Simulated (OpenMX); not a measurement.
# Ag: equation of state with LDA

Ag:

```xyz
1
Lattice="0.0000 2.0427 2.0427 2.0427 0.0000 2.0427 2.0427 2.0427 0.0000" Properties=species:S:1:pos:R:3 pbc="T T T"
Ag    0.0000    0.0000    0.0000
```

| Item | Value |
| --- | --- |
| Program | OpenMX 3.8.5 |
| Task | equation of state |
| Functional | LDA |
| Potentials or basis | OpenMX 2013 LDA set, Ag7.0-s3p2d2, fixed grid of 28 × 28 × 28 points |
| k mesh | 11 × 11 × 11 |
| Occupations | fermi-dirac, width 0.05 eV |
| Spin | no spin polarisation |

```json
{"Equilibrium volume": "16.37 Å³/atom", "Bulk modulus": "140 GPa", "Pressure derivative of the bulk modulus": "6.3 (rough: it moves with the points fitted)"}
```

Energy against volume, from the lowest point:
```
volume (Å³/atom)  energy (meV/atom)
          16.025               3.02
          16.366               0.00
          16.707               2.48
          17.048              10.50
          17.389              23.55
          17.730              40.46
          18.071              60.08
```

Caveat: volumes in these bases differ from converged ones by about 1 %, for some elements by several; the basis of atomic orbitals isn't converged, which shifts pressures, moduli and gaps. LDA usually gives volumes a few per cent too small.
